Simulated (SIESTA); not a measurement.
Here is a SIESTA 5.4.2 calculation.

W.fdf

```
SystemName                      W
SystemLabel                     W
NumberOfSpecies                 1
NumberOfAtoms                   5
%block ChemicalSpeciesLabel
  1  74 W
%endblock ChemicalSpeciesLabel

LatticeConstant                 1.0 Ang
%block LatticeVectors
     2.8708535316     0.0000000000     0.0000000000
    -1.4354267658     2.4862320889     0.0000000000
     0.0000000000     0.0000000000    24.3761683716
%endblock LatticeVectors
AtomicCoordinatesFormat         Ang
%block AtomicCoordinatesAndAtomicSpecies
     1.4354267658     0.8287440296     7.5000000000  1
     0.0000000000     1.6574880593     9.8440420929  1
     0.0000000000     0.0000000000    12.1880841858  1
     1.4354267658     0.8287440296    14.5321262787  1
     0.0000000000     1.6574880593    16.8761683716  1
%endblock AtomicCoordinatesAndAtomicSpecies

%block kgrid.MonkhorstPack
   11   0   0  0.0
    0  11   0  0.0
    0   0   1  0.0
%endblock kgrid.MonkhorstPack
XC.Functional                   GGA
XC.Authors                      PBE
PAO.BasisSize                   DZP
PAO.EnergyShift                 0.003 Ry
Mesh.Cutoff                     800 Ry
OccupationFunction              FD
ElectronicTemperature           0.05 eV
Slab.DipoleCorrection           vacuum
MaxSCFIterations                120
SCF.MustConverge                false
SCF.Mixer.Method                Pulay
SCF.Mixer.Weight                0.25
SCF.Mixer.History               8
SCF.DM.Tolerance                5.0e-05
SCF.H.Tolerance                 1.0e-03 eV
WriteForces                     true
Charge.Mulliken                 end
BandLinesScale                  ReciprocalLatticeVectors
%block BandLines
    1    0.000000   0.000000   0.000000  \Gamma
   14    0.500000   0.000000   0.000000  M
    8    0.333333   0.333333   0.000000  K
   16    0.000000   0.000000   0.000000  \Gamma
    2    0.000000   0.000000   0.500000  A
   14    0.500000   0.000000   0.500000  L
    8    0.333333   0.333333   0.500000  H
   16    0.000000   0.000000   0.500000  A
    1    0.500000   0.000000   0.500000  L
    2    0.500000   0.000000   0.000000  M
    1    0.333333   0.333333   0.000000  K
    2    0.333333   0.333333   0.500000  H
%endblock BandLines
%block PAO.Basis
  W 5
  n=5 0 2
    3.045 0.000
  n=6 0 2
    7.641 0.000
  n=5 1 2
    3.655 0.000
  n=6 1 1
    7.641
  n=5 2 2
    6.655 0.000
%endblock PAO.Basis
```

Potentials or basis: PseudoDojo 0.4 standard (PBE files), DZP (energy shift 0.003 Ry; two zetas on semicore shells).

Run with:

```console
$ siesta W.fdf > W.out 2>&1
```

Problem. What does it give for the largest force?

Solution. 0.270 eV/Å.

Problem. Estimate the band gap on the k mesh.

Solution. None (metal or under the smearing width).

Forces on the atoms (eV/Å):
```
W    0.000  0.000 -0.151
W    0.000  0.000  0.270
W    0.000  0.000  0.000
W    0.000  0.000 -0.270
W    0.000  0.000  0.151
```

Caveat: spin-orbit coupling is left out, which moves the levels of the heavy elements; the basis of atomic orbitals isn't converged, which shifts pressures, moduli and gaps.
